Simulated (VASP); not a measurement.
# AlN (F-43m) in VASP: a series of runs

The runs below take AlN through G0W0 quasiparticle levels, evGW0 quasiparticle levels, with PBE.

All numbers are computed with VASP 6.6.1; they aren't measurements. Logs are shortened: lines on timing, memory, paths and dates and some standing lists are left out, and cuts for length are marked.

### Step 1. The crystal as given

The structure is cubic, space group F-43m (No. 216). The conventional cell has a = 4.377 Å, b = 4.377 Å, c = 4.377 Å, α = 90.00°, β = 90.00°, γ = 90.00°. Al (site symmetry -43m) is surrounded by 4 N at 1.90 Å. N (site symmetry -43m) has 4 Al at 1.90 Å as nearest neighbours.

Measurements of this composition are mostly on another form, of space group No. 186.

### Step 2. G0W0 quasiparticle levels, PBE

Contents of POSCAR:

```
AlN                                     
1.0
    0.0000000000      2.1882972140      2.1882972140
    2.1882972140      0.0000000000      2.1882972140
    2.1882972140      2.1882972140      0.0000000000
  Al              N             
     1     1
Direct
     0.0000000000000000    0.0000000000000000    0.0000000000000000
     0.7500000000000000    0.7500000000000000    0.7500000000000000
```

Contents of INCAR.step1:

```
  PREC = Accurate
  ENCUT = 500
  EDIFF = 1E-8
  ISMEAR = 0
  SIGMA = 0.01
  LREAL = False
  LASPH = True
  NELM = 80
  ALGO = Fast
  LWAVE = True
  LCHARG = False
  GGA = PE
  KPAR = 4
```

Contents of INCAR.step2:

```
  PREC = Accurate
  ENCUT = 500
  EDIFF = 1E-8
  ISMEAR = 0
  SIGMA = 0.01
  LREAL = False
  LASPH = True
  NELM = 1
  ALGO = Exact
  LWAVE = True
  LCHARG = False
  GGA = PE
  KPAR = 4
  NBANDS = 81
  LOPTICS = True
  ISTART = 1
```

Contents of INCAR.step3:

```
  PREC = Accurate
  ENCUT = 500
  EDIFF = 1E-8
  ISMEAR = 0
  SIGMA = 0.01
  LREAL = False
  LASPH = True
  ALGO = EVGW0
  LWAVE = False
  LCHARG = False
  GGA = PE
  KPAR = 4
  NELMGW = 1
  NBANDS = 81
  ENCUTGW = 150
  NOMEGA = 48
  PRECFOCK = Fast
  ISTART = 1
  NBANDSGW = 12
```

Contents of KPOINTS:

```
regular mesh
0
Gamma
  6 6 6
```

Potentials or basis: VASP PAW PBE potentials, release 64 (Al_GW, N_GW).

Command:

```bash
> cat potpaw_PBE.64/Al_GW/POTCAR potpaw_PBE.64/N_GW/POTCAR > POTCAR
> cp INCAR.step1 INCAR
> mpirun -np 4 vasp_std > vasp.out
> cp INCAR.step2 INCAR
> mpirun -np 4 vasp_std > vasp.out
> cp INCAR.step3 INCAR
> mpirun -np 4 vasp_std > vasp.out
```

OUTCAR:

```text
PREC = Accurate
   ENCUT = 500
   EDIFF = 1E-8
   ISMEAR = 0
   LREAL = False
   LASPH = True
   GGA = PE
   NELMGW = 1
   ENCUTGW = 150
   PRECFOCK = Fast
   ISTART = 1

 ion  position               nearest neighbor table
   1  0.000  0.000  0.000-   2 1.90   2 1.90   2 1.90   2 1.90
   2  0.750  0.750  0.750-   1 1.90   1 1.90   1 1.90   1 1.90

  LATTYP: Found a face centered cubic cell.
 ALAT       =     4.3765944280

  Lattice vectors:

 A1 = (   0.0000000000,   2.1882972140,   2.1882972140)
 A2 = (   2.1882972140,   0.0000000000,   2.1882972140)
 A3 = (   2.1882972140,   2.1882972140,   0.0000000000)

Analysis of symmetry for initial positions (statically):
=====================================================================
 Subroutine PRICEL returns:
 Original cell was already a primitive cell.

 Routine SETGRP: Setting up the symmetry group for a
 face centered cubic supercell.

 Subroutine GETGRP returns: Found 24 space group operations
 (whereof 24 operations were pure point group operations)
 out of a pool of 48 trial point group operations.

The static configuration has the point symmetry T_d .

Analysis of symmetry for dynamics (positions and initial velocities):
=====================================================================
 Subroutine PRICEL returns:
 Original cell was already a primitive cell.

 Routine SETGRP: Setting up the symmetry group for a
 face centered cubic supercell.

 Subroutine GETGRP returns: Found 24 space group operations
 (whereof 24 operations were pure point group operations)
 out of a pool of 48 trial point group operations.

The dynamic configuration has the point symmetry T_d .

 Subroutine INISYM returns: Found 24 space group operations
 (whereof 24 operations are pure point group operations),
 and found     1 'primitive' translations

----------------------------------------------------------------------------------------

                                     Primitive cell

  volume of cell :      20.9580

  direct lattice vectors                    reciprocal lattice vectors
     0.000000000  2.188297214  2.188297214    -0.228488158  0.228488158  0.228488158
     2.188297214  0.000000000  2.188297214     0.228488158 -0.228488158  0.228488158
     2.188297214  2.188297214  0.000000000     0.228488158  0.228488158 -0.228488158

  length of vectors
     3.094719599  3.094719599  3.094719599     0.395753099  0.395753099  0.395753099

  position of ions in fractional coordinates (direct lattice)
     0.000000000  0.000000000  0.000000000
     0.750000000  0.750000000  0.750000000

  ion indices of the primitive-cell ions
   primitive index   ion index
                 1           1
                 2           2

----------------------------------------------------------------------------------------

 KPOINTS: regular mesh

Automatic generation of k-mesh.
 Grid dimensions read from file:
 generate k-points for:    6    6    6

 Generating k-lattice:

  Cartesian coordinates                     Fractional coordinates (reciprocal lattice)
    -0.038081360  0.038081360  0.038081360     0.166666667  0.000000000  0.000000000
     0.038081360 -0.038081360  0.038081360     0.000000000  0.166666667  0.000000000
     0.038081360  0.038081360 -0.038081360     0.000000000  0.000000000  0.166666667

  Length of vectors
     0.065958850  0.065958850  0.065958850

  Shift w.r.t. Gamma in fractional coordinates (k-lattice)
     0.000000000  0.000000000  0.000000000

 Subroutine IBZKPT returns following result:
 ===========================================

 Found     16 irreducible k-points:

 Following reciprocal coordinates:
            Coordinates               Weight
  0.000000  0.000000  0.000000      1.000000
  0.166667  0.000000  0.000000      8.000000
  0.333333  0.000000  0.000000      8.000000
  0.500000  0.000000  0.000000      4.000000
  0.166667  0.166667  0.000000      6.000000
  0.333333  0.166667  0.000000     24.000000
[... 8 lines left out ...]
 -0.333333  0.333333  0.166667     24.000000
 -0.333333  0.500000  0.166667     12.000000
   k-points           NKPTS =     16   k-points in BZ     NKDIM =    216   number of bands    NBANDS=     81
   number of dos      NEDOS =    301   number of ions     NIONS =      2
   total plane-waves  NPLWV =  13824
   dimension x,y,z NGX =    24 NGY =   24 NGZ =   24
   dimension x,y,z NGXF=    48 NGYF=   48 NGZF=   48
   ions per type =               1   1
   NGX,Y,Z   is equivalent  to a cutoff of  12.89, 12.89, 12.89 a.u.
   NGXF,Y,Z  is equivalent  to a cutoff of  25.79, 25.79, 25.79 a.u.
 SYSTEM =  unknown system
   PREC   = accura    normal or accurate (medium, high low for compatibility)
   ISTART =      1    job   : 0-new  1-cont  2-samecut
   ICHARG =      0    charge: 1-file 2-atom 10-const
   ISPIN  =      1    spin polarized calculation?
   LNONCOLLINEAR =      F non collinear calculations
   LSORBIT =      F    spin-orbit coupling
   LASPH  =      T    aspherical Exc in radial PAW
   ENCUT  =  500.0 eV  36.75 Ry    6.06 a.u.   5.64  5.64  5.64*2*pi/ulx,y,z
   NELM   =     60;   NELMIN=  2; NELMDL=  0     # of ELM steps
   EDIFF  = 0.1E-07   stopping-criterion for ELM
   LREAL  =      F    real-space projection
   EDIFFG = 0.1E-06   stopping-criterion for IOM
   NSW    =      0    number of steps for IOM
   IBRION =     -1    ionic relax: 0-MD 1-quasi-New 2-CG
   NFREE  =      0    steps in history (QN), initial steepest desc. (CG)
   ISIF   =      0    stress and relaxation
   ISYM   =      3    0-nonsym 1-usesym 2-fastsym
   POTIM  = 0.5000    time-step for ionic-motion
   TEBEG  =    0.0;   TEEND  =   0.0 temperature during run
   PSTRESS=    0.0 pullay stress
   NELECT =       8.0000    total number of electrons
   NUPDOWN=      -1.0000    fix difference up-down
   EMIN   =  10.00;   EMAX   =-10.00  energy-range for DOS
   EFERMI =   0.00;   METHOD = LEGACY
   ISMEAR =     0;   SIGMA  =   0.01  broadening in eV -4-tet -1-fermi 0-gaus
   EFERMI_NEDOS =   21; number of points for ismear=-14 and -15
   IALGO  =     38    algorithm
   IMIX   =      4    mixing-type and parameters
     AMIX     =   0.40;   BMIX     =  1.00
     AMIX_MAG =   1.60;   BMIX_MAG =  1.00
  volume/ion in A,a.u.               =      10.48        70.72
  Fermi-wavevector in a.u.,A,eV,Ry     =   1.187559  2.244161 19.188246  1.410296
  Thomas-Fermi vector in A             =   2.323708
   LORBIT       =      0    0 simple, 1 ext, 2 COOP (PROOUT), +10 PAW based schemes
   GGA     = PE    functional components
   LHFCALC =     T    Hartree Fock is set to
   PRECFOCK=fast      Normal, Fast or Accurate (Low or Medium for compatibility)
   ENCUT4O =  -1.0   cutoff for four orbital integrals eV
   NKREDX  =     1    reduce k-point grid by
   NKREDY  =     1    reduce k-point grid by
   NKREDZ  =     1    reduce k-point grid by
   AEXX    =    1.0000 exact exchange contribution
   HFSCREEN=    0.0000 screening length (either q_TF or 0.3 A-1)
   HFSCREENC=   0.0000 screening length for correlation (either q_TF or 0.3 A-1)
   ENCUTFOCK=  -1.0 apply spherical cutoff to Coloumb kernel
   IVDW    =     0    specifies the selected vdW correction
   LEPSILON=     F    determine dielectric tensor
   LRPA    =     F    only Hartree local field effects (RPA)
   LRPAFORCE           =     F    calculate RPA forces
   ENCUTGW             = 150.0    cutoff for response function in eV
   ENCUTGWSOFT         = 120.0    soft cutoff for Coulomb kernel in GW response function in eV
   ENCUTLF             =  -1.0    cutoff for local field effects
   NELMGW              =     1    number of iterations in solving QP/BSE equation
   NELMHF              =     1    number of iterations in the inner HF iteration
   NKREDLFX            =     1    NKREDLFY  =   1   NKREDLFZ  =   1
 non-spin polarized calculation
 Gauss-broadening in eV      SIGMA  =   0.01
  energy-cutoff  :      500.00
  volume of cell :       20.96
 maximum number of plane-waves:       544
 NGX is ok and might be reduce to    24
  NGX = 14; NGY = 14; NGZ = 14
   NGX = 11   NGY = 11   NGZ = 11
 maximum number of plane-waves:        92
 NGX is ok and might be reduce to    14

 QP shifts <psi_nk| G(iteration)W_0 |psi_nk>: iteration 1
 for sc-GW calculations column KS-energies equals QP-energies in previous step
 and V_xc(KS)=  KS-energies - (<T + V_ion + V_H > + <T+V_H+V_ion>^1  + <V_x>^1)

 k-point   1 :       0.0000    0.0000    0.0000
  band No.  KS-energies  QP-energies   sigma(KS)   V_xc(KS)     V^pw_x(r,r')   Z            occupation Imag(sigma)

      1     -10.0528     -11.5391     -16.8405     -14.7877     -24.7538       0.7240       2.0000       1.2759
      2       4.8992       4.0542     -17.8319     -16.7426     -20.7488       0.7757       2.0000       0.0892
      3       4.8992       4.0542     -17.8319     -16.7426     -20.7488       0.7757       2.0000       0.0892
      4       4.8992       4.0542     -17.8319     -16.7426     -20.7488       0.7757       2.0000       0.0892
      5       9.0384       9.7796     -11.5648     -12.4831      -7.8580       0.8071       0.0000      -0.0625
      6      17.3900      18.3583      -9.0473     -10.2579      -4.0363       0.7999       0.0000      -0.1287
      7      17.3900      18.3583      -9.0473     -10.2579      -4.0363       0.7999       0.0000      -0.1287
      8      17.3900      18.3583      -9.0473     -10.2579      -4.0363       0.7999       0.0000      -0.1287
      9      22.5304      23.5215      -9.1826     -10.4314      -3.6833       0.7936       0.0000      -0.2894
     10      22.5304      23.5215      -9.1826     -10.4314      -3.6833       0.7936       0.0000      -0.2894
     11      23.9177      24.4245      -8.9874      -9.6317      -2.5853       0.7865       0.0000      -0.7949
     12      23.9177      24.4245      -8.9874      -9.6317      -2.5853       0.7865       0.0000      -0.7949

 k-point   2 :       0.1667    0.0000    0.0000
  band No.  KS-energies  QP-energies   sigma(KS)   V_xc(KS)     V^pw_x(r,r')   Z            occupation Imag(sigma)

      1      -9.6584     -11.1096     -17.0114     -14.9957     -24.8629       0.7200       2.0000       1.2206
      2       3.0478       2.0345     -16.4462     -15.1222     -19.5391       0.7654       2.0000       0.1021
      3       4.7668       3.9032     -17.7517     -16.6363     -20.6976       0.7742       2.0000       0.0897
      4       4.7668       3.9032     -17.7517     -16.6363     -20.6976       0.7742       2.0000       0.0897
      5      10.4623      11.3095     -12.1838     -13.2449      -8.3268       0.7984       0.0000      -0.0667
      6      16.4827      17.4585      -9.6790     -10.9063      -4.7000       0.7951       0.0000      -0.1306
      7      17.5575      18.5120      -9.1157     -10.3146      -4.0020       0.7961       0.0000      -0.1499
      8      17.5575      18.5120      -9.1157     -10.3146      -4.0020       0.7961       0.0000      -0.1499
      9      20.7352      21.5567      -8.8610      -9.8979      -3.4500       0.7923       0.0000      -0.2659
     10      20.7352      21.5567      -8.8610      -9.8979      -3.4500       0.7923       0.0000      -0.2659
     11      22.4934      22.9615      -8.3732      -8.9623      -2.3422       0.7949       0.0000      -0.5846
     12      27.4332      28.2973      -9.4747     -10.5481      -2.8772       0.8050       0.0000      -0.9546
[... 196 lines left out ...]
      1      -7.5284      -8.8788     -18.5484     -16.6884     -26.1068       0.7260       2.0000       0.9484
      2       0.2878      -0.9424     -14.8174     -13.1464     -18.5678       0.7362       2.0000       0.1655
      3       1.9741       0.8219     -15.8991     -14.3773     -19.3228       0.7571       2.0000       0.1217
      4       3.2558       2.2090     -16.4015     -15.0369     -19.4918       0.7671       2.0000       0.0987
      5      11.3735      12.1152     -10.4112     -11.3388      -6.2219       0.7996       0.0000      -0.0833
      6      14.9228      15.8599     -10.3982     -11.5763      -5.6229       0.7954       0.0000      -0.1113
      7      16.8916      18.0665     -11.4712     -12.9815      -6.2603       0.7779       0.0000      -0.1539
      8      17.9330      18.9690     -10.4154     -11.7430      -4.9289       0.7804       0.0000      -0.2163
      9      21.6351      22.5548      -9.3347     -10.5295      -3.2808       0.7698       0.0000      -0.3558
     10      23.4219      24.2512      -9.4423     -10.5081      -3.2749       0.7782       0.0000      -0.4784
     11      28.8013      29.7878      -9.4958     -10.7498      -2.8540       0.7867       0.0000      -0.9214
     12      29.8666      31.1307     -10.1247     -11.7081      -3.6884       0.7983       0.0000      -0.8902

 k-point  16 :      -0.3333    0.5000    0.1667
  band No.  KS-energies  QP-energies   sigma(KS)   V_xc(KS)     V^pw_x(r,r')   Z            occupation Imag(sigma)

      1      -7.3506      -8.6906     -18.6902     -16.8459     -26.2279       0.7265       2.0000       0.9277
      2       0.5973      -0.6156     -15.2814     -13.6404     -19.0506       0.7392       2.0000       0.1599
      3       2.1282       0.9762     -15.9614     -14.4408     -19.3457       0.7577       2.0000       0.1176
      4       2.4050       1.2840     -15.5008     -14.0329     -18.6119       0.7638       2.0000       0.1052
      5      10.1347      10.7851     -10.2678     -11.0732      -6.3849       0.8076       0.0000      -0.0722
      6      15.1693      16.1103     -10.0102     -11.1794      -5.3887       0.8048       0.0000      -0.0967
      7      17.8142      18.7130      -9.8587     -11.0066      -4.2768       0.7829       0.0000      -0.2430
      8      17.8467      19.1687     -12.4284     -14.1606      -6.8407       0.7631       0.0000      -0.1947
      9      21.3815      22.3748     -10.3898     -11.7146      -3.9975       0.7498       0.0000      -0.3995
     10      25.0278      25.8786      -9.2516     -10.3466      -2.9593       0.7770       0.0000      -0.5489
     11      29.3231      30.6393     -10.8745     -12.5518      -4.0148       0.7847       0.0000      -0.9959
     12      30.4204      31.8025     -10.6314     -12.3721      -4.1296       0.7940       0.0000      -0.9409
```

Run time: 26 s. Hardware: 4 MPI ranks of Intel Xeon 6975P-C (Granite Rapids), shared host; peak memory 0.35 GiB.

Results:

```
Band gap on the k mesh, mean-field level : 3.31 eV, indirect (least direct gap 4.14 eV)
Quasiparticle gap                        : 4.61 eV
Least direct quasiparticle gap           : 5.73 eV
```

Levels at points of the mesh, in eV from the valence-band top:
```
           k point  band 1  band 2  band 3  band 4  band 5  band 6  band 7  band 8
(0.00, 0.00, 0.00)  -14.95    0.00    0.00    0.00    4.14   12.49   12.49   12.49
(0.50, 0.00, 0.00)  -12.92   -5.84   -0.48   -0.48    7.32    9.82   11.10   11.10
(0.50, 0.50, 0.00)  -12.29   -4.89   -1.77   -1.77    3.31    8.58   13.88   15.65
```

Caveat: bands, screening cutoff and mesh are small and nothing is extrapolated, so the quasiparticle values aren't converged.

[end of part 1 of 2]
